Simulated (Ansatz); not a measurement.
Relaxed BaSnO$_{3}$ (cubic perovskite):

```
BaSnO3
1.0
    4.13130     0.00000     0.00000
    0.00000     4.13130     0.00000
    0.00000     0.00000     4.13130
Ba Sn O
1 1 3
Cartesian
  0.00000   0.00000   0.00000
  2.06565   2.06565   2.06565
  0.00000   2.06565   2.06565
  2.06565   2.06565   0.00000
  2.06565   0.00000   2.06565
```

These are r2SCAN (plane waves to 500 eV, PAW, scalar-relativistic; Ansatz, a quantum-chemistry and plane-wave program) values and carry that method's errors. k mesh 7×7×7 (Γ-centred), Fermi-Dirac smearing 0.05 eV. BaSnO3 was relaxed with its symmetry unable to fall.

One atom of the cell was then moved (with its periodic images), all else fixed, and the forces (eV/Å) came out as:

| atom | Fx | Fy | Fz |
|---|---|---|---|
| Ba1 | 0.983 | 0.983 | 1.302 |
| Sn2 | -3.372 | -3.372 | -8.179 |
| O3 | 3.250 | -0.134 | -0.174 |
| O4 | -0.726 | -0.726 | 7.226 |
| O5 | -0.134 | 3.250 | -0.174 |

### Question
Which atom was moved, and by which vector (Å)?

### Answer
Sn2, by (0.24, 0.24, 0.34), 0.48 Å in all.

(A displaced cell: forces are minus the slopes of the energy, force constants its curvatures, and phonons follow from these.)
